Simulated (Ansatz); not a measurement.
Ansatz input file:

```yaml
crystal:
  lattice:
    - [0.0, 3.0592483528, 3.0592483528]
    - [3.0592483528, 0.0, 3.0592483528]
    - [3.0592483528, 3.0592483528, 0.0]
  atoms:
    - { symbol: Ba, position: [0.0, 0.0, 0.0] }
    - { symbol: F, position: [0.25, 0.25, 0.25] }
    - { symbol: F, position: [0.75, 0.75, 0.75] }
basis:
  ecutwfc: 420
kpoints:
  mp_grid: { grid: [6, 6, 6] }
hamiltonian:
  xc: pbe
scf:
  occupations: { method: gaussian, width: 0.02 }
output:
  forces: true
  stress: true
  eigenvalues: true
```

Command:
```bash
ansatz run input.yaml --threads 1 --pin off --max-ram 2560MiB --backend cpu --events-out ev --progress --plain --runs-dir out
```

Level of theory: DFT PBE, scalar-relativistic, plane waves, PAW (Ansatz).

Part of what the program printed, abridged (iterations and final results):

```
SCF iter   1: F=—  HF=-7572.366807 eV  |F-HF|=—  |Δ(HF+E_count)|=         —  Δρ=5.20e-4  dr2=8.70e-5  ethr=1.77e-3  ⟨swp⟩=7.7  Hψ=1806  notcnv=0
SCF iter   2: F=—  HF=-7572.367409 eV  |F-HF|=—  |Δ(HF+E_count)|=   6.02e-4  Δρ=7.18e-4  dr2=2.12e-4  ethr=3.62e-7  ⟨swp⟩=2.1  Hψ=634  notcnv=0
SCF iter   3: F=—  HF=-7572.367400 eV  |F-HF|=—  |Δ(HF+E_count)|=   9.20e-6  Δρ=2.16e-4  dr2=1.80e-5  ethr=3.62e-7  ⟨swp⟩=2.1  Hψ=403  notcnv=0
SCF iter   4: F=—  HF=-7572.367471 eV  |F-HF|=—  |Δ(HF+E_count)|=   7.12e-5  Δρ=1.53e-4  dr2=1.11e-5  ethr=7.50e-8  ⟨swp⟩=2.1  Hψ=479  notcnv=0
SCF iter   5: F=—  HF=-7572.367470 eV  |F-HF|=—  |Δ(HF+E_count)|=   1.62e-6  Δρ=7.24e-5  dr2=2.35e-6  ethr=4.63e-8  ⟨swp⟩=2.1  Hψ=337  notcnv=0
SCF iter   6: F=—  HF=-7572.367469 eV  |F-HF|=—  |Δ(HF+E_count)|=   5.02e-7  Δρ=2.77e-5  dr2=3.71e-7  ethr=9.78e-9  ⟨swp⟩=2.5  Hψ=343  notcnv=0
SCF iter   7: F=-7572.367469 eV  HF=-7572.367469 eV  |F-HF|=2.15e-8  |Δ(HF+E_count)|=   9.82e-8  Δρ=7.01e-6  dr2=2.39e-8  ethr=4.17e-10  ⟨swp⟩=3.7  Hψ=1103  notcnv=0
SCF 1 converged in 7 iterations: F = -7572.367469 eV  dr2 = 2.39e-8
SCF converged after 7 iterations
Free energy (F): -7572.367469 eV
Harris-Foulkes:  -7572.367469 eV  (|F-HF|=2.15e-8)
Internal energy: -7572.367469 eV  (E = F + TS)
E sigma→0 (E₀):  -7572.367469 eV
Fermi energy:    6.997387 eV
--- Per-component energies (eV) ---
  E_band       = -92.277374
  E_kinetic    = 585.221031
  E_local      = -1522.129761  (includes V_loc(G=0)·N_el)
  E_nonlocal   = 203.732922
  E_hartree    = 576.257103
  E_xc         = -330.539391
  E_vxc        = -343.811516  (∫ρ·V_xc dr)
  E_paw        = -5626.781098  (= ΣΔE_a)
  E_vpaw       = -167.802059  (= ΣTr[D̂ρ^β])
  E_aug_tail   = 0.004105  (compensation charges beyond the density's cutoff)
  E_ewald      = -1458.132380
  E_smearing   =  0.000000  (= −TS)
--- Forces (eV/Å), atoms counted from 1 ---
  atom   1  Ba     0.00000000     0.00000000     0.00000000
  atom   2  F      0.00000000     0.00000000     0.00000000
  atom   3  F      0.00000000     0.00000000     0.00000000
--- Stress (GPa, compression-positive) ---
        3.881191       0.000000       0.000000
        0.000000       3.881191       0.000000
        0.000000       0.000000       3.881191
  P = ⅓ Tr σ = 3.8812 GPa (38.812 kbar)
--- Band table (eV; the first three rows and the last of 16) ---
  k-point 0: bands = ["-19.3771", "-15.4929", "-15.3581", "-4.1450", "-4.1450", "-4.1450", "1.9046", "1.9046", "1.9046", "3.3854", "3.3854", "3.3854", "10.5155", "12.9264", "12.9264", "15.2897"]
  k-point 1: bands = ["-19.3126", "-15.5231", "-15.4378", "-4.2021", "-4.1947", "-4.1947", "2.0238", "2.0238", "2.2082", "3.2062", "3.3566", "3.3566", "11.1263", "12.9012", "12.9012", "14.9301"]
  k-point 2: bands = ["-19.1735", "-15.6626", "-15.5288", "-4.2973", "-4.2896", "-4.2896", "2.2388", "2.2388", "2.8024", "2.9407", "3.3253", "3.3253", "12.2081", "12.9032", "12.9032", "14.1059"]
  k-point 15: bands = ["-18.9962", "-15.7902", "-15.6819", "-4.6270", "-4.4457", "-4.1144", "2.1176", "3.0097", "3.1201", "3.1356", "3.1739", "3.2619", "11.0812", "13.2005", "13.7646", "14.3833"]
```

The run converged.

It took 2.6 s on 1 thread of AMD EPYC (Zen 3), with other jobs on the host, peak memory 0.32 GiB.